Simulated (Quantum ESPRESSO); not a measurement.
## BN under changes of volume

One of the cells (8.967 Å³/atom); the others are scaled copies at fixed shape and fractional positions:

```
N B
1.0
     2.49824    0.00000    0.00000
    -1.24912    2.16354    0.00000
     0.00000    0.00000    6.63570
N B
2 2
Direct
  0.66667 0.33333 0.25000
  0.33333 0.66667 0.75000
  0.66667 0.33333 0.75000
  0.33333 0.66667 0.25000
```

```yaml
Program: Quantum ESPRESSO 7.5
Functional: r2SCAN
Potentials_or_basis: SG15 PBE 1.2
Cutoff: 1197 eV
Density_cutoff: 4789 eV
k_mesh: 9 × 9 × 3
Occupations: fermi-dirac, width 0.05 eV
Spin: no spin polarisation
```

```tsv
volume (Å³/atom)	energy over the lowest point (meV/atom)	pressure (GPa)	gap on the mesh (eV)
8.429	?	?	?
8.608	11.06	10.5	5.15
8.787	2.52	4.8	5.12
8.967	0.00	-0.3	5.09
9.146	2.97	-5.0	5.06
9.325	10.95	-9.3	5.03
9.505	23.52	-13.2	4.99
```

What does the run at 8.429 Å³/atom give?

Energy over the lowest point 26.18 meV/atom; pressure 16.6 GPa; gap on the mesh 5.18 eV.

Worked out: A Birch-Murnaghan fit of order 3 (a polynomial in V^(-2/3)) to the other rows has its minimum at 8.96 Å³/atom with B0 = V·E''(V) = 246 GPa and B' = 3.7 at fixed shape and positions, which overstates the stiffness. It gives 26.22 meV/atom at 8.429 Å³/atom, against the run's 26.18, and -dE/dV = 16.7 GPa, against 16.6. A straight line through the other rows of the gap, of slope -1.58 eV per unit of ln V, extrapolates to 5.19 eV, against the run's 5.18.

Energies are extrapolated to zero smearing.

Caveats: the potentials were made for another functional, which shifts forces and pressure; an odd mesh through Γ misses points on the zone boundary, where band edges often lie.
